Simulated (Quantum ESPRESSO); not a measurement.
**Pb in Quantum ESPRESSO: the effect of functional**

Pb:

```
Pb
1.0
     0.00000    2.47502    2.47502
     2.47502    0.00000    2.47502
     2.47502    2.47502    0.00000
Pb
1
Direct
  0.00000 0.00000 0.00000
```

Alike in all runs:

```yaml
Program: Quantum ESPRESSO 7.5
Task: phonon dispersion
Cutoff: 612 eV
Density_cutoff: 4898 eV
k_mesh: 10 × 10 × 10
Occupations: cold, width 0.2 eV
Spin: no spin polarisation
```

Each run relaxes the cell or the atoms first.

```csv
functional,potentials or basis,relaxed volume (Å³/atom),highest phonon frequency (cm⁻¹)
LDA,GBRV 1.5 LDA,28.76,79
PBE,GBRV 1.5 PBE,?,?
PBEsol,GBRV 1.5 PBEsol,29.70,76
```

Q: What does the run with functional PBE give?

A: Relaxed volume 31.64 Å³/atom; highest phonon frequency 66 cm⁻¹.
